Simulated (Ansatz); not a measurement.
The cell below belongs to a search over invented structures; it isn't taken from experiment.

Input and command of a plane-wave DFT calculation in Ansatz:

```yaml
crystal:
  lattice:
    - [3.7839089781, 2.1846408671, 4.2278071286]
    - [-3.7839089781, 2.1846408671, 4.2278071286]
    - [0.0, -4.3692817341, 4.2278071286]
  atoms:
    - { symbol: Ge, position: [0.75, 0.75, 0.75] }
    - { symbol: Ge, position: [0.25, 0.25, 0.25] }
    - { symbol: Ge, position: [0.0, 0.0, 0.0] }
    - { symbol: Ge, position: [0.5, 0.5, 0.5] }
    - { symbol: Ge, position: [0.0962928326, 0.4037071674, 0.75] }
    - { symbol: Ge, position: [0.75, 0.0962928326, 0.4037071674] }
    - { symbol: Ge, position: [0.4037071674, 0.75, 0.0962928326] }
    - { symbol: Ge, position: [0.25, 0.9037071674, 0.5962928326] }
    - { symbol: Ge, position: [0.9037071674, 0.5962928326, 0.25] }
    - { symbol: Ge, position: [0.5962928326, 0.25, 0.9037071674] }
basis:
  ecutwfc: 420
kpoints:
  mp_grid: { grid: [6, 6, 6] }
hamiltonian:
  xc: pbe
scf:
  occupations: { method: gaussian, width: 0.1 }
output:
  forces: true
  stress: true
  eigenvalues: true
  write_density: true
  write_potential: true
  elf: true
  volumetric_format: npy
relax:
  adjacent_minimum: "off"
  f_tol: 0.01
  max_steps: 80
  cell: { stress_tol: 0.05 }
```

```bash
ansatz run input.yaml --threads 1 --pin off --max-ram 2560MiB --backend cpu --events-out ev --progress --plain --runs-dir out
```

Processor: Intel(R) Xeon(R) Processor @ 2.50GHz (Skylake/Cascade Lake), 1 thread, on a host shared with other jobs.

Question: Estimate time, memory and problem size.

Answer: About 11 min, peak memory 0.73 GiB. It solves 84 bands at 32 k points (after reduction by symmetry) with about 3943 plane waves (on the last cell), in 60 SCF iterations over 9 ionic steps.
